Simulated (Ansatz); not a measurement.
Results of PBE (Ansatz, a first-principles code, PAW) for rutile GeO2.

Run with plane-wave cutoff 520 eV, 8×8×12 k mesh (along the axes of the cell as run), Fermi–Dirac smearing 0.01 eV, scalar-relativistic PAW data made under PBE.

A third-order Birch–Murnaghan fit to the energies gives V0 = 9.750 Å³/atom, B0 = 193 GPa, B′ = 6.7.

| V (Å³/atom) | P (GPa) |
|---|---|
| 9.360 | [?] |
| 9.555 | 4.18 |
| 9.750 | 0.00 |
| 9.945 | [?] |
| 10.140 | -6.61 |

Task: Estimate the withheld pressures from this fit; the answers are the runs' own values.

Result: 
- 9.360, P (GPa): 8.98
- 9.945, P (GPa): -3.58

The formula P = (3/2) B0 (x^(7/3) − x^(5/3)) [1 + (3/4)(B′ − 4)(x^(2/3) − 1)] with x = V0/V meets the computed pressures within 0.05 GPa when these rounded values are put in.

Shape and atoms are relaxed at each volume.

Measured, for comparison: bulk modulus 251 GPa (room temperature, no zero-point or thermal correction, from measured elastic constants; as tabulated in Sevik and Bulutay (2007), arXiv:cond-mat/0610176). Computed (rounded) less measured: bulk modulus -23 %.

Note: the bulk modulus comes from volumes at which shape and atoms were relaxed.

Computed values are for the static lattice.
